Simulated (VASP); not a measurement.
Input of a VASP 6.6.1 run:

Contents of INCAR:

```
PREC     = Accurate       # precision mode
ENCUT    = 300            # plane-wave cutoff, eV
EDIFF    = 1E-7           # SCF threshold, eV
ISMEAR   = 1              # smearing method
SIGMA    = 0.1            # smearing width, eV
LREAL    = F              # projectors in reciprocal space
LASPH    = T              # aspherical terms in the spheres
NELM     = 80             # most SCF steps
ALGO     = Normal         # electronic algorithm
ISIF     = 3              # what is computed and relaxed
LWAVE    = F              # write WAVECAR
LCHARG   = F              # write CHGCAR
GGA      = PE             # functional
IBRION   = 2              # ionic algorithm
NSW      = 90             # ionic steps
EDIFFG   = -0.005         # ionic threshold
```

The input KPOINTS:

```
regular mesh
0
Gamma
  6 6 6
```

Contents of POSCAR:

```
As                                      
1.0
    1.9136601071      1.1048521779      3.5484380509
   -1.9136601071      1.1048521779      3.5484380509
   -0.0000000000     -2.2097043559      3.5484380509
  As            
     2
Direct
     0.7733322716913723    0.7733322716913723    0.7733322716913713
     0.2266677283086276    0.2266677283086276    0.2266677283086287
```

Potentials or basis: VASP PAW PBE potentials, release 64 (As).

Launch:

```bash
$ cat potpaw_PBE.64/As/POTCAR > POTCAR
$ mpirun -np 1 vasp_std > vasp.out
```

Task: Predict the relaxed volume.

Result: 22.50 Å³/atom.

Task: What does it give for the band gap on the k mesh?

Result: None (metal or under the smearing width).

Final structure:
```
As
1.0
     1.91320    1.10459    3.54828
    -1.91320    1.10459    3.54828
     0.00000   -2.20917    3.54828
As
2
Direct
  0.77335 0.77335 0.77335
  0.22665 0.22665 0.22665
```
